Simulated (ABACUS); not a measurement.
Crystal: MnS.

```
Mn S
1.0
     0.00000    2.60450    2.60450
     2.60450    0.00000    2.60450
     2.60450    2.60450    0.00000
Mn S
1 1
Direct
  0.00000 0.00000 0.00000
  0.50000 0.50000 0.50000
```

Base run:

- Program: ABACUS 3.10.1
- Functional: HCTH407
- Potentials or basis: SG15 ONCV 1.2 PBE
- Cutoff: 1320 eV
- Density cutoff: 5279 eV
- Basis: plane waves
- k mesh: 7 × 7 × 7
- Occupations: fermi-dirac, width 0.05 eV
- Spin: collinear spin, ferromagnetic start
- Starting moments: [4.0, 0.0] μB

Its results: band gap on the k mesh none (metal or under the smearing width); pressure 3.5 GPa; net moment 4.93 μB per cell.

**Question.** The run is repeated on the same cell with these changes: functional from HCTH407 to LDA; potentials or basis from SG15 ONCV 1.2 PBE to PseudoDojo NC SR 0.4.1 LDA stringent; cutoff from 1320 eV to 1782 eV; density cutoff from 5279 eV to 7129 eV. What comes out?

**Answer.** Band gap on the k mesh none (metal or under the smearing width); pressure -12.2 GPa; net moment 4.53 μB per cell.

Caveats: a cell with one magnetic atom can't hold antiferromagnetic order, which such compounds often take; semilocal functionals often make such compounds metallic where correlation or magnetic order opens a gap, which also shifts bond lengths; the potentials were made for another functional, which shifts forces and pressure (some runs).

Not every run made on this cell is shown here.
